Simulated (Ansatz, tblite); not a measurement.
## A script for RbBr (GFN2-xTB)

These are simulated results from tblite 0.8.0, not measurements. The cell was built from a prototype and was relaxed with r2SCAN in plane waves (Ansatz 0.2.0). Not every such cell is a known phase. All runs are without spin polarisation.

Space group Fm-3m (No. 225), cubic; conventional cell a = 6.922 Å, 41.45 Å³ an atom. Around Rb lie 6 Br at 3.46 Å; around Br lie 6 Rb at 3.46 Å.

tblite solves periodic systems at the zone centre alone, so the script builds a cluster of 2×2×2 conventional cells (64 atoms), which folds in a coarse mesh of k points.

The script, run.py:

```python
import json
from ase import Atoms
from ase.build import make_supercell
from ase.units import Bohr, GPa, Hartree
from tblite.interface import Calculator

atoms = Atoms(['Rb', 'Br'],
              cell=[[-0.0, 3.460826, 3.460826], [3.460826, -0.0, 3.460826], [3.460826, 3.460826, 0.0]],
              scaled_positions=[[0.0, -0.0, -0.0], [0.5, 0.5, 0.5]],
              pbc=True)
cluster = make_supercell(atoms, [[-2, 2, 2], [2, -2, 2], [2, 2, -2]])
calc = Calculator('GFN2-xTB', cluster.numbers, cluster.positions / Bohr, lattice=cluster.cell[:] / Bohr, periodic=cluster.pbc)
calc.set('temperature', 0.02 / Hartree)
calc.set('max-iter', 150)
res = calc.singlepoint()
levels = res.get('orbital-energies') * Hartree
nv = round(res.get('orbital-occupations').sum() / 2)
cells = len(cluster) // len(atoms)
out = {'energy_per_cell': res.get('energy') * Hartree / cells, 'homo': levels[nv - 1], 'lumo': levels[nv],
       'stress': (-res.get('virial') * Hartree / cluster.get_volume() / GPa).tolist(), 'charges': res.get('charges')[:len(atoms)].tolist(), 'electrons': 2 * nv / cells}
json.dump(out, open('results.json', 'w'))
for key, value in out.items():
    print(key, value)
```

Command: `python run.py`. It took 3.7 s on 1 thread of Arm Neoverse V1 (shared host), peak memory 0.11 GiB.

The log:

```
------------------------------------------------------------
  cycle        total energy    energy error   density error
------------------------------------------------------------
      1     -132.3900697098  -1.3244050E+02   3.7274949E-01
      2     -139.0172361475  -6.6271664E+00   1.3053830E-01
      3     -137.1683052993   1.8489308E+00   1.8535582E-01
      4     -127.3482831413   9.8200222E+00   4.0496943E-01
      5     -121.6282278958   5.7200552E+00   5.3002103E-01
      6     -129.0912659584  -7.4630381E+00   3.6925362E-01
      7     -139.6556075084  -1.0564342E+01   9.7711179E-02
      8     -140.6069120579  -9.5130455E-01   2.2472845E-02
      9     -140.6484776018  -4.1565544E-02   9.3286896E-03
     10     -140.6563030282  -7.8254264E-03   5.3746254E-04
     11     -140.6563119327  -8.9045458E-06   3.0450995E-04
     12     -140.6563182932  -6.3604422E-06   1.7561735E-04
     13     -140.6563212105  -2.9172905E-06   5.0375856E-05
     14     -140.6563214731  -2.6260977E-07   1.5441528E-06
------------------------------------------------------------

 total:                                   3.036 sec
energy_per_cell -119.6079206365934
homo -12.583058092009747
lumo -4.767769800375985
stress [[3.822799355981252, -3.995016921131815e-14, -4.966028502980818e-16], [-3.994128396454309e-14, 3.8227993559812052, -3.924068120535885e-14], [-4.793309315141049e-16, -3.9251454926754827e-14, 3.8227993559809965]]
charges [0.4786718599014283, -0.4786695532244623]
electrons 8.0
```

The cycle table is in hartree for the whole cluster, and the lines after it are in eV (the energy for one cell). The printed stress is in GPa and positive in compression, and the pressure is its mean diagonal.

GFN2-xTB gives a gap of 7.82 eV. On the same cell, plane-wave PBE (Ansatz, 6×6×6 k points and the special points) gives a gap of 4.29 eV and r2SCAN a gap of 4.89 eV; on shared hosts these took about 2 and 5.4 core-seconds on the 2-atom cell, against 3.7 for the script. Semilocal gaps usually lie below measured ones. xTB was fitted to molecules, so gaps, charges and pressures of solids can be far off, and the gap also depends on the size of the cluster.

The same script was run on cells scaled at fixed shape and fractional coordinates:

| volume (Å³/atom) | energy (meV/atom) | pressure (GPa, positive in compression) | gap (eV) |
| --- | --- | --- | --- |
| 36.48 | 156.2 | 6.50 | 9.06 |
| 38.96 | 67.8 | 4.97 | 8.43 |
| 41.45 | 0.0 | 3.82 | 7.82 |
| 43.94 | -52.3 | 2.95 | 7.24 |
| 46.43 | -93.0 | 2.27 | 6.70 |

The minimum lies beyond the largest of these volumes.

xTB was fitted mostly to molecules, and a small cluster samples few k points, so gaps, pressures and kinks along a curve can be far from a solid's.

The runs are scalar-relativistic, without spin-orbit coupling.
